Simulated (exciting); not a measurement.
Runs of exciting (release sodium) on SrO. It takes space group Fm-3m (No. 225, cubic). The conventional cell has a = 5.133 Å, b = 5.133 Å, c = 5.133 Å, α = 90.00°, β = 90.00°, γ = 90.00°. Sr (site symmetry m-3m) has 6 O at 2.57 Å as nearest neighbours. Around O (site symmetry m-3m) lie 6 Sr at 2.57 Å. 

```csv
task,level,smearing,outputlevel,epsengy,epspot,maxscl,gap on the mesh (eV)
band structure,PBE,fermi-dirac 0.05 eV,normal,1e-05 Ha,1e-05 Ha,60,3.38
single point,PBE,gaussian 0.011 eV,normal,1e-05 Ha,1e-05 Ha,60,3.38
band structure,PBEsol,fermi-dirac 0.05 eV,normal,1e-05 Ha,1e-05 Ha,60,3.26
band structure,LDA,fermi-dirac 0.05 eV,high,1e-05 Ha,1e-05 Ha,60,(a)
```

Alike in all rows: potentials or basis all-electron LAPW+lo, shipped species files, valence relativity iora*; no spin polarisation; cell as given; k mesh 9 × 9 × 9; rgkmax 7.5.

Question: Estimate the missing entries.

Answer: (a) 3.21.

Caveats: an odd mesh through Γ misses points on the zone boundary, where band edges often lie (some runs).

A k mesh can miss the band edges, and the runs leave out spin-orbit coupling on Sr.
